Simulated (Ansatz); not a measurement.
# Structures of PbF2: which is lowest?

Plane-wave DFT in Ansatz with scalar-relativistic PAW potentials, cutoff 420 eV, Γ-centred meshes chosen by cell and gap, Gaussian smearing with energies taken to zero width. Every cell was relaxed (cell and atoms) in a run of its own, within the symmetry of its start. Functional: PBE.

Relaxed structures (starts from databases or built by putting these elements on another compound's sites):
A. Fm-3m, 3 atoms in the computed cell, a = 6.000 Å; sites (symmetry × multiplicity) Pb m-3m × 4, F -43m × 8; start: database
B. P3_121, 9 atoms in the computed cell, a = 7.454 Å, c = 3.875 Å; sites (symmetry × multiplicity) Pb .2. × 3, F 1 × 6; start: built
C. P4_2/mnm, 6 atoms in the computed cell, a = 5.682 Å, c = 3.951 Å; sites (symmetry × multiplicity) Pb m.mm × 2, F m.2m × 4; start: built
D. P-3m1, 3 atoms in the computed cell, a = 3.981 Å, c = 5.069 Å; sites (symmetry × multiplicity) Pb -3m. × 1, F 3m. × 2; start: built

Problem. Rank them by energy. Could pressure change the order?

Solution.
| structure | group | E − E(lowest) (meV/atom) | V (Å³/atom) | gap on mesh (eV) |
| --- | --- | --- | --- | --- |
| A | Fm-3m | 0.0 | 18.00 | 4.42 |
| C | P4_2/mnm | 48 | 21.26 | 3.78 |
| B | P3_121 | 111 | 20.72 | 3.81 |
| D | P-3m1 | 136 | 23.19 | 3.03 |

A is lowest, 48 meV/atom under C. The lowest is also the densest of these, so pressure wouldn't bring one of the others in at first order. Other structures may lie lower than all of these, and vibrations aren't counted.

Spin-orbit coupling is left out, which matters for the bands of heavy elements. An odd mesh misses points on the zone edge, so a gap read on it can be too wide. For Tl, Pb and Bi spin-orbit coupling shifts energies too.